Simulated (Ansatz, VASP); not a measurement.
Given: the input of a run of VASP 6.6.1 on HgTe.

INCAR

```
SYSTEM = HgTe
PREC     = Accurate       ! precision mode
ENCUT    = 520            ! plane-wave cutoff, eV
EDIFF    = 1E-6           ! SCF threshold, eV
ISMEAR   = -1             ! smearing method
SIGMA    = 0.05           ! smearing width, eV
LREAL    = .False.        ! projectors in reciprocal space
LASPH    = .True.         ! aspherical terms in the spheres
NELM     = 100            ! most SCF steps
ALGO     = Normal         ! electronic algorithm
ISIF     = 2              ! what is computed and relaxed
LWAVE    = .False.        ! write WAVECAR
LCHARG   = .False.        ! write CHGCAR
GGA      = CA             ! functional
NBANDS   = 16             ! bands
```

KPOINTS

```
regular mesh
0
Gamma
  7 7 7
  0 0 0
```

Contents of POSCAR:

```
HgTe
1.0
    0.0000000000      3.1586570750      3.1586570750
    3.1586570750      0.0000000000      3.1586570750
    3.1586570750      3.1586570750      0.0000000000
Hg Te
1 1
Direct
    0.0000000000      0.0000000000      0.0000000000
    0.5000000000      0.5000000000      0.5000000000
```

Potentials or basis: VASP PAW LDA potentials, release 64 (Hg, Te).

Launch:

```sh
$ cat potpaw_LDA.64/Hg/POTCAR potpaw_LDA.64/Te/POTCAR > POTCAR
$ mpirun -np 1 vasp_std > vasp.out
```

Q: Set up the same calculation for Ansatz 0.2.0. Potentials there: all-electron LAPW, scalar-relativistic.

A: As run (the cutoff follows the program's own potentials):

input.yaml

```yaml
crystal:
  lattice:
    - [0.0, 3.158657075, 3.158657075]
    - [3.158657075, 0.0, 3.158657075]
    - [3.158657075, 3.158657075, 0.0]
  atoms:
    - { symbol: Hg, position: [0.0, 0.0, 0.0] }
    - { symbol: Te, position: [0.5, 0.5, 0.5] }
kpoints:
  mp_grid: { grid: [7, 7, 7] }
scf:
  occupations: { method: fermi_dirac, width: 0.05 }
hamiltonian:
  xc: lda
  pseudopotentials: { kind: all_electron, lapw: { basis_error: 0.001 } }
output:
  forces: true
  stress: true
  eigenvalues: true
```

Potentials or basis: all-electron LAPW, scalar-relativistic.

Command:

```sh
$ ansatz run input.yaml --threads 1 --pin off --max-ram 3072MiB --backend cpu --events-out ev --progress --plain --runs-dir out
```

Both were run:

|  | VASP | Ansatz | Ansatz less VASP |
| --- | --- | --- | --- |
| gap on the k mesh at the Fermi level (eV) | none | none | - |
| pressure (GPa) | -7.3 | -7.5 | -0.15 |

A gap of «none» marks a metal or a gap that the smearing closes. Ansatz ran all-electron here, so the differences hold the error of VASP's frozen core and of both bases.

The runs have no spin-orbit coupling, so splittings on Hg, Te are missing.
